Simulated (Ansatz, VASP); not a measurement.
# ZnO (base): VASP beside Ansatz

```
Zn O
1.0
     3.27948    0.00000    0.00000
    -1.63974    2.84011    0.00000
     0.00000    0.00000    5.29363
Zn O
2 2
Direct
  0.33333 0.66667 0.49997
  0.66667 0.33333 0.99997
  0.66667 0.33333 0.37904
  0.33333 0.66667 0.87904
```

Alike in both runs: functional PBE; k mesh 9 × 9 × 6; occupations gaussian, width 0.02 eV; no spin polarisation.

Ansatz relaxed the structure, and its values are those at the end. VASP's run is a single point on that final structure, the one shown.

|  | VASP | Ansatz |
| --- | --- | --- |
| version | VASP 6.6.1 | Ansatz 0.2.0 |
| potentials or method | VASP PAW PBE potentials, release 64 (Zn, O) | scalar-relativistic, plane waves, PAW |
| plane-wave cutoff (eV) | 520 | 420 |
| valence electrons in the cell | 36 | 36 |

VASP gave:

- gap on the k mesh at the Fermi level (eV): 0.73
- least direct gap on the mesh (eV): 0.73
- pressure (GPa): 0.9

Question: Which values does Ansatz return?

Answer: gap on the k mesh at the Fermi level (eV): 0.74; least direct gap on the mesh (eV): 0.74; pressure (GPa): 0.0.

As with any semilocal functional, this PBE gap is likely too small.
